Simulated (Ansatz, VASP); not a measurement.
**Two plane-wave programs on HfC**

The input INCAR:

```
SYSTEM = HfC
  PREC = Accurate
  ENCUT = 600
  EDIFF = 1E-7
  ISMEAR = -1
  SIGMA = 0.05
  LREAL = .False.
  LASPH = .True.
  NELM = 80
  ALGO = Normal
  ISIF = 3
  LWAVE = .False.
  LCHARG = .False.
  GGA = RP
  IBRION = 2
  NSW = 60
  EDIFFG = -0.005
```

The input KPOINTS:

```
regular mesh
0
Gamma
  10 10 10
  0 0 0
```

Contents of POSCAR:

```
HfC
1.0
    0.0000000000      2.3250000000      2.3250000000
    2.3250000000      0.0000000000      2.3250000000
    2.3250000000      2.3250000000      0.0000000000
Hf C
1 1
Direct
    0.5000000000      0.5000000000      0.5000000000
    0.0000000000      0.0000000000      0.0000000000
```

Contents of input.yaml:

```yaml
crystal:
  lattice:
    - [0.0, 2.325, 2.325]
    - [2.325, 0.0, 2.325]
    - [2.325, 2.325, 0.0]
  atoms:
    - { symbol: Hf, position: [0.5, 0.5, 0.5] }
    - { symbol: C, position: [0.0, 0.0, 0.0] }
hamiltonian:
  xc: rpbe
  pseudopotentials: { kind: paw }
kpoints:
  mp_grid: { grid: [10, 10, 10] }
scf:
  occupations: { method: fermi_dirac, width: 0.05 }
output:
  forces: true
  stress: true
relax:
  f_tol: 0.01
  max_steps: 40
  cell: { stress_tol: 0.05 }
```

Alike in both runs: task relaxation of cell and atoms; functional RPBE; k mesh 10 × 10 × 10; occupations fermi-dirac, width 0.05 eV; no spin polarisation.

|  | VASP | Ansatz |
| --- | --- | --- |
| version | VASP 6.6.1 | Ansatz 0.2.0 |
| potentials or method | VASP PAW PBE potentials, release 64 (Hf_pv, C) | Ansatz PAW |
| plane-wave cutoff (eV) | 600 | 420 |
| valence electrons in the cell | 14 | 30 |

VASP gave:

* relaxed volume (Å³/atom): 12.75
* relaxed cell length with the largest relative difference (Å): 3.304
* energy change over the relaxation (meV/atom): -2

**Question.** Which values does Ansatz return?

**Answer.** Relaxed volume (Å³/atom): 12.80; relaxed cell length with the largest relative difference (Å): 3.308; energy change over the relaxation (meV/atom): -3.

The two sets of potentials don't hold the same shells in valence.

Caveats: the PAW data sets were made with another functional, which shifts forces and pressure a little (VASP); the plane-wave basis is chosen anew once the cell has moved, so the energies of steps on either side of that aren't comparable (Ansatz); the PAW data sets come from PBE, with cores solved anew for the run's functional, which leaves a small shift of forces and pressure (Ansatz). Zero-point motion and thermal expansion aren't in these numbers. Spin-orbit coupling is left out, which matters for the levels of Hf.
